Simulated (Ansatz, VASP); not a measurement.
# Two plane-wave programs on CaO

INCAR

```
PREC = Accurate
ENCUT = 520
EDIFF = 1E-6
ISMEAR = 0
SIGMA = 0.05
LREAL = F
LASPH = T
NELM = 60
ALGO = Normal
ISIF = 2
LWAVE = F
LCHARG = F
GGA = PE
NBANDS = 15
```

Contents of KPOINTS:

```
Automatic mesh
0
Gamma
  12 12 12
```

Contents of POSCAR:

```
CaO
1.0
    0.0000000000      2.3992111917      2.3992111917
    2.3992111917      0.0000000000      2.3992111917
    2.3992111917      2.3992111917      0.0000000000
Ca O
1 1
Direct
    0.5000000000      0.5000000000      0.5000000000
    0.0000000000      0.0000000000      0.0000000000
```

Input for Ansatz:

```yaml
crystal:
  lattice:
    - [0.0, 2.3992111917, 2.3992111917]
    - [2.3992111917, 0.0, 2.3992111917]
    - [2.3992111917, 2.3992111917, 0.0]
  atoms:
    - { symbol: Ca, position: [0.5, 0.5, 0.5] }
    - { symbol: O, position: [0.0, 0.0, 0.0] }
basis:
  ecutwfc: 420
  ecutrho_ratio: 4
kpoints:
  mp_grid: { grid: [12, 12, 12] }
hamiltonian:
  xc: pbe
scf:
  occupations: { method: gaussian, width: 0.05 }
output:
  forces: true
  stress: true
  eigenvalues: true
```

Alike in both runs: task single point; functional PBE; k mesh 12 × 12 × 12; occupations gaussian, width 0.05 eV; no spin polarisation.

|  | VASP | Ansatz |
| --- | --- | --- |
| version | VASP 6.6.1 | Ansatz 0.2.0 |
| potentials or method | VASP PAW PBE potentials, release 64 (Ca_sv, O) | scalar-relativistic, plane waves, PAW |
| plane-wave cutoff (eV) | 520 | 420 |
| valence electrons in the cell | 16 | 16 |

VASP gave:

| Quantity | Value |
| --- | --- |
| gap on the k mesh at the Fermi level (eV) | 3.63 |
| least direct gap on the mesh (eV) | 4.01 |
| pressure (GPa) | 2.8 |

Which values does Ansatz return?

gap on the k mesh at the Fermi level (eV): 3.65; least direct gap on the mesh (eV): 4.03; pressure (GPa): 2.2.

A k mesh can miss the band edges. Expect the measured gap to be larger: semilocal functionals such as PBE lack the derivative discontinuity.
